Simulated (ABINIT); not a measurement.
Runs of ABINIT 10.8.3 (patched build) on C. Symmetry: Fd-3m, No. 227, cubic system. The conventional cell has a = 3.567 Å, b = 3.567 Å, c = 3.567 Å, α = 90.00°, β = 90.00°, γ = 90.00°. C (site symmetry -43m) has 4 C at 1.54 Å as nearest neighbours. This isn't the form of C at room conditions, which is graphite.

```tsv
level	potentials or basis	k mesh	smearing	share of exact exchange	thinning of the exchange mesh (fockdownsampling)	dielectric constant that sets the share	mesh quality	gap on the mesh (eV)
PBE0	SG15 NC PBE v1.2	6 × 6 × 6	fermi-dirac 0.05 eV	0.25	2 × 2 × 2	-	coarse	(a)
HSE06	SG15 NC PBE v1.2	8 × 8 × 8	fixed	-	-	-	not flagged	(b)
PBE0	SG15 NC PBE v1.2	6 × 6 × 6	fermi-dirac 0.05 eV	0.5	2 × 2 × 2	-	coarse	8.54
PBE0	SG15 NC PBE v1.2	6 × 6 × 6	fermi-dirac 0.05 eV	0.05	2 × 2 × 2	-	coarse	4.62
PBE-EpsX	SPMS NC PBE v1.0	8 × 8 × 8	fermi-dirac 0.05 eV	-	2 × 2 × 2	5.76769	not flagged	5.56
```

Alike in all rows: task single point; no spin polarisation; cell as given; cutoff (eV) 816.

Question: Fill in the values left out.

Answer: (a) 6.35; (b) 5.37.

Caveats: some runs use coarse meshes; exact exchange is summed on a coarse mesh, which widens gaps by tenths of an eV (some runs); Libxc's HSE differs a little from that of other programs (some runs).

A k mesh can miss the band edges.

Runs at the PBE level aren't shown here.
